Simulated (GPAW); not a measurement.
# FeO (Wuestite) (R-3m) in GPAW: single point with LDA

Aim: the single point of FeO (Wuestite) with LDA.

All numbers are computed with GPAW 26.7.0; they aren't measurements. Logs are shortened: lines on timing, memory, paths and dates and some standing lists are left out, and cuts for length are marked. The log counts tension as positive stress, the text compression.

### Step 1. Starting point

Symmetry: R-3m, No. 166, trigonal system. The conventional cell has a = 3.038 Å, b = 3.038 Å, c = 7.559 Å, α = 90.00°, β = 90.00°, γ = 120.00°. Fe (site symmetry -3m) has 6 O at 2.16 Å as nearest neighbours. Around O (site symmetry -3m) lie 6 Fe at 2.16 Å.

### Step 2. Single point, LDA, collinear spin, ferromagnetic start

The input, run.py:

```python
from ase.dft.bandgap import bandgap
from ase.io import read, write
from ase.units import GPa
from gpaw import GPAW, PW

atoms = read('FeO.cif')
atoms.set_initial_magnetic_moments([3.0, 0.0])

calc = GPAW(mode=PW(600),
            xc='LDA',
            kpts={'size': (9, 9, 9), 'gamma': True},
            occupations={'name': 'fermi-dirac', 'width': 0.01},
            nbands=17,
            convergence={'density': 1e-05, 'energy': 1e-05},
            maxiter=150,
            txt='gpaw.txt')
atoms.calc = calc
energy = atoms.get_potential_energy()
forces = atoms.get_forces()
stress = atoms.get_stress()
calc.write('gs.gpw')
write('result.traj', atoms)
print(f'Energy: {energy:.6f} eV')
print('Forces (eV/A):')
print(forces.round(4))
print('Stress (GPa):', (stress / GPa).round(3))
print('Moments:', calc.get_magnetic_moments().round(3))
print('Fermi level:', round(calc.get_fermi_level(), 4), 'eV')
print(f'Gap: {bandgap(calc)[0]:.4f} eV, direct: {bandgap(calc, direct=True)[0]:.4f} eV')
```

The input, FeO.cif:

```cif
data_FeO
_cell_length_a 3.06985759
_cell_length_b 3.06985759
_cell_length_c 3.06985759
_cell_angle_alpha 59.30691343
_cell_angle_beta 59.30691343
_cell_angle_gamma 59.30691343
_space_group_name_H-M_alt 'P1'
_space_group_name_Hall 'P 1'
_space_group_IT_number 1
loop_
_space_group_symop_operation_xyz
'x,y,z'
loop_
_atom_site_label
_atom_site_type_symbol
_atom_site_symmetry_multiplicity
_atom_site_Wyckoff_symbol
_atom_site_fract_x
_atom_site_fract_y
_atom_site_fract_z
_atom_site_occupancy
Fe1 Fe 1 a 0.0000000000 0.0000000000 0.0000000000 1
O1 O 1 a 0.5000000000 0.5000000000 0.5000000000 1
```

Potentials or basis: the program's PAW data sets (release 1.2.1) made for this functional, pw.

Command:

```
OMP_NUM_THREADS=1 python run.py
```

gpaw.txt:

```text
__  _  _
 | _ |_)|_||  |
 |__||  | ||/\| - 26.7.0

Input parameters:
  mode=PW(ecut=600.0),
  convergence={'density': 1e-05, 'energy': 1e-05},
  kpts=MonkhorstPack(size=(9, 9, 9), gamma=True),
  maxiter=150,
  nbands=17,
  occupations=Occupations(name='fermi-dirac', width=0.01),
  xc=XC(name='LDA')

Diagonalizing LCAO Hamiltonian
Converting LCAO to pw mode

                O

       Fe

Atoms  # Å, Bohr magnetons
|   | symbol |        x |        y |        z |    initial magnetic moments |
|---|--------|----------|----------|----------|-----------------------------|
| 0 |     Fe | 0.000000 | 0.000000 | 0.000000 | ( 0.0000,  0.0000,  3.0000) |
| 1 |      O | 3.101904 | 1.765957 | 1.242253 | ( 0.0000,  0.0000,  0.0000) |

Unit cell  # Å
| periodic |        x |        y |        z |  lengths |    angles |
|----------|----------|----------|----------|----------|-----------|
|      yes | 3.069858 | 0.000000 | 0.000000 | 3.069858 | 59.306913 |
|      yes | 1.566976 | 2.639813 | 0.000000 | 3.069858 | 59.306913 |
|      yes | 1.566976 | 0.892101 | 2.484506 | 3.069858 | 59.306913 |

Number of symmetries: 12
Symmetry operations  # r_c * U_cc + t_c -> r_c
|    | kind |            matrix            |
|----|------|------------------------------|
|  0 |  E   |  1, 0, 0,  0, 1, 0,  0, 0, 1 |
|  1 |  σ   |  1, 0, 0,  0, 0, 1,  0, 1, 0 |
|  2 |  σ   |  0, 1, 0,  1, 0, 0,  0, 0, 1 |
|  3 |  C3  |  0, 1, 0,  0, 0, 1,  1, 0, 0 |
|  4 |  C3  |  0, 0, 1,  1, 0, 0,  0, 1, 0 |
|  5 |  σ   |  0, 0, 1,  0, 1, 0,  1, 0, 0 |
|  6 |  C2  |  0, 0,-1,  0,-1, 0, -1, 0, 0 |
|  7 |  S6  |  0, 0,-1, -1, 0, 0,  0,-1, 0 |
|  8 |  S6  |  0,-1, 0,  0, 0,-1, -1, 0, 0 |
|  9 |  C2  |  0,-1, 0, -1, 0, 0,  0, 0,-1 |
| 10 |  C2  | -1, 0, 0,  0, 0,-1,  0,-1, 0 |
| 11 |  i   | -1, 0, 0,  0,-1, 0,  0, 0,-1 |

BZ-sampling:
  Number of BZ points: 729
  Number of IBZ points: 85

  Monkhorst-Pack size: [9, 9, 9]
  Monkhorst-Pack shift: [0, 0, 0]

K-points  # in reciprocal-cell coordinates
|     |                                coordinates |     weight |
|-----|--------------------------------------------|------------|
|   0 | (  0.00000000,   0.00000000,   0.00000000) | 0.00137174 |
|   1 | (  0.11111111,   0.00000000,  -0.11111111) | 0.00823045 |
|   2 | (  0.11111111,   0.00000000,   0.00000000) | 0.00823045 |
|   3 | (  0.11111111,   0.11111111,  -0.11111111) | 0.00823045 |
|   4 | (  0.11111111,   0.11111111,   0.00000000) | 0.00823045 |
|   5 | (  0.11111111,   0.11111111,   0.11111111) | 0.00274348 |
|   6 | (  0.22222222,  -0.11111111,  -0.11111111) | 0.00823045 |
|   7 | (  0.22222222,   0.00000000,  -0.22222222) | 0.00823045 |
|   8 | (  0.22222222,   0.00000000,  -0.11111111) | 0.01646091 |
|   9 | (  0.22222222,   0.00000000,   0.00000000) | 0.00823045 |
| ... |                                            |            |
|  84 | (  0.44444444,   0.44444444,   0.44444444) | 0.00274348 |

Plane wave coefficients: 683
Cutoff: 600.0 eV

Spin-components: 2 (collinear spins)
Bands:           17
Projectors:      11
Spin-degeneracy: 1
Datatype:        complex128

Density:
  Valence electrons: 14.0
  Components: 2
  Grid points: [18 18 18]
  Charge: 0.0  # |e|

Potential:
  Grid points: [18 18 18]

species:
  Fe:
    name:    Iron
    Z:       26.0
    valence: 8
    core:    18
    charge:  0.0  # [|e|]
    compensation charges:
      type: gauss
      rc: 0.33  # [Å]
      lmax: 2
    cutoffs:
      filter: 2.06  # [Å]
      core: 2.67  # [Å]
    projectors
    | kind |    occ | energy [eV] | rcut [Å] |
    |------|--------|-------------|----------|
    |   4s |  2.000 |      -5.481 |    1.164 |
    |   4p |  0.000 |      -1.431 |    1.058 |
    |   3d |  6.000 |      -7.753 |    1.058 |
    |    s |        |      21.730 |    1.164 |
    |    p |        |      25.780 |    1.058 |
    |    d |        |      19.459 |    1.058 |

    Using partial waves for Fe as LCAO basis

  O:
    name:    Oxygen
    Z:       8.0
    valence: 6
    core:    2
    charge:  0.0  # [|e|]
    compensation charges:
      type: gauss
      rc: 0.21  # [Å]
      lmax: 2
    cutoffs:
      filter: 1.17  # [Å]
      core: 0.83  # [Å]
    projectors
    | kind |    occ | energy [eV] | rcut [Å] |
    |------|--------|-------------|----------|
    |   2s |  2.000 |     -23.752 |    0.688 |
    |   2p |  4.000 |      -9.195 |    0.598 |
    |    s |        |       3.459 |    0.688 |
    |    p |        |      18.016 |    0.598 |
    |    d |        |       0.000 |    0.619 |

    Using partial waves for O as LCAO basis

Reference energy: -36585.847439  # eV

eigensolver:
  PPCG
  Converge bands: occupied
  niter=2

density mixing:
  MSR1-Mixer
  Pratt-step length: 0.05
  Maximum mixing coefficient: 0.75
  Old densities: 10
  SVD Regularization: 0.005
  Good broyden scale: 1.0
  Trust region scale: 1.0
  Backstep threshold: 4.0
  History deletion threshold: 6.0
  Fourier metric: weight=20.0, sigma=0.015

occupation numbers:
  Fermi-Dirac:
    width: 0.0100  # eV

poisson solver:
  ecut: 4800.0  # eV

xc functional:
  name: None

convergence criteria:
- Maximum integral of absolute [dens]ity change: 1e-05 electrons / valence electron
- Maximum [total energy] change in last 3 cyles: 1e-05 eV / valence electron
- Maximum integral of absolute [eigenst]ate change: 4e-08 eV^2 / valence electron
maximum number of iterations: 150

SCF iterations
|iter     | |      energy | eigst |  dens |  magmom |
|---------|-|-------------|-------|-------|---------|
|iter:   1| |  -17.929390 | -0.05 |       |  +3.0021|
|iter:   2| |  -17.732940 | -1.70 | -0.74 |  +3.0520|
|iter:   3| |  -17.431846 | -1.79 | -0.78 |  +3.5929|
|iter:   4| |  -17.464465 | -2.75 | -1.30 |  +3.8333|
|iter:   5| |  -17.473033 | -3.32 | -1.65 |  +4.0216|
|iter:   6| |  -17.473087 | -4.58 | -2.35 |  +3.9971|
|iter:   7| |  -17.473068c| -4.93 | -2.65 |  +3.9974|
|iter:   8| |  -17.473092c| -5.71 | -3.02 |  +4.0011|
|iter:   9| |  -17.473093c| -7.25 | -3.67 |  +3.9999|
|iter:  10| |  -17.473093c| -7.74c| -4.60 |  +4.0000|
|iter:  11| |  -17.473093c| -8.46c| -5.03c|  +4.0000|

Converged in 11 steps
Energy contributions relative to reference atoms: (reference = -36585.847439)

Energy contributions:
  Kinetic:          21.776496
  Coulomb:         -19.159628
  Zero:              0.159683
  External:          0.000000
  Xc:              -20.249284
  Entropy:          -0.000719
  Spinorbit:         0.000000
  ----------------------------
  Free energy:     -17.473453
  Extrapolated:    -17.473093

dipole moment: (-15.012520, -8.546835, -6.012225)  # |e|*Ang

Total magnetic moment: (0.000000, 0.000000, 4.000016)

Local magnetic moments
|        x |        y |        z |
|----------|----------|----------|
| 0.000000 | 0.000000 | 3.509089 |  # Fe   0
| 0.000000 | 0.000000 | 0.244463 |  # O    1

Fermi level: 8.666
Eigenvalues  # (at kpt = [0.000, 0.000, 0.000])
| band index |      eig [eV] | occ [0-1] |      eig [eV] | occ [0-1] |
|------------|---------------|-----------|---------------|-----------|
|          0 |       -11.781 |     1.000 |       -11.197 |     1.000 |
|          1 |         4.778 |     1.000 |         5.394 |     1.000 |
|          2 |         4.882 |     1.000 |         5.500 |     1.000 |
|          3 |         4.882 |     1.000 |         5.500 |     1.000 |
|          4 |         4.946 |     1.000 |         7.907 |     1.000 |
|          5 |         5.004 |     1.000 |         7.995 |     1.000 |
|          6 |         5.004 |     1.000 |         7.996 |     1.000 |
|          7 |         5.249 |     1.000 |         8.707 |     0.017 |
|          8 |         5.249 |     1.000 |         8.707 |     0.016 |
|          9 |         8.713 |     0.009 |         9.523 |     0.000 |
|         10 |        15.312 |     0.000 |        18.313 |     0.000 |
|         11 |        15.333 |     0.000 |        18.328 |     0.000 |
|         12 |        15.333 |     0.000 |        18.328 |     0.000 |
|         13 |        23.978 |     0.000 |        24.195 |     0.000 |
|         14 |        25.243 |     0.000 |        26.373 |     0.000 |
|         15 |        25.644 |     0.000 |        26.754 |     0.000 |
|         16 |        25.644 |     0.000 |        26.755 |     0.000 |

No gap
No difference between direct/indirect transitions

Forces  # eV/Ang
|        x |       y |        z |
|----------|---------|----------|
| -0.00000 | 0.00000 | -0.00000 |  # Fe   0
|  0.00000 | 0.00000 |  0.00000 |  # O    1

Stress tensor  # eV/Ang^3
|        x |        y |        z |
|----------|----------|----------|
| 0.130674 | 0.001973 | 0.001388 |
| 0.001973 | 0.128332 | 0.000790 |
| 0.001388 | 0.000790 | 0.127764 |

# Writing to gs.gpw (mode='')
```

It took 55 s on 1 thread of AMD EPYC 7R43 (Zen 3), shared host; peak memory 0.17 GiB.

Results:

| Quantity | Value |
| --- | --- |
| Free energy | -17.4735 eV |
| Pressure | -20.7 GPa |
| Band gap on the k mesh | none (metal or under the smearing width) |
| Net moment | 4.00 μB per cell |
| Site moments | Fe +3.51; O +0.24 μB |

Stress tensor (GPa, compression positive):
```
-20.94  -0.32  -0.22
 -0.32 -20.56  -0.13
 -0.22  -0.13 -20.47
```

Caveat: the cutoff is short for stress and forces, so pressures can be off by a GPa or more; so large a pressure means that the cell lies far from this level's equilibrium, or that cutoff or potentials fall short; a cell with one magnetic atom can't hold antiferromagnetic order, which such compounds often take; semilocal functionals often make such compounds metallic where correlation or magnetic order opens a gap, which also shifts bond lengths. With open d or f shells a metallic result of LDA can be an artefact of self-interaction; +U or a hybrid may open a gap.
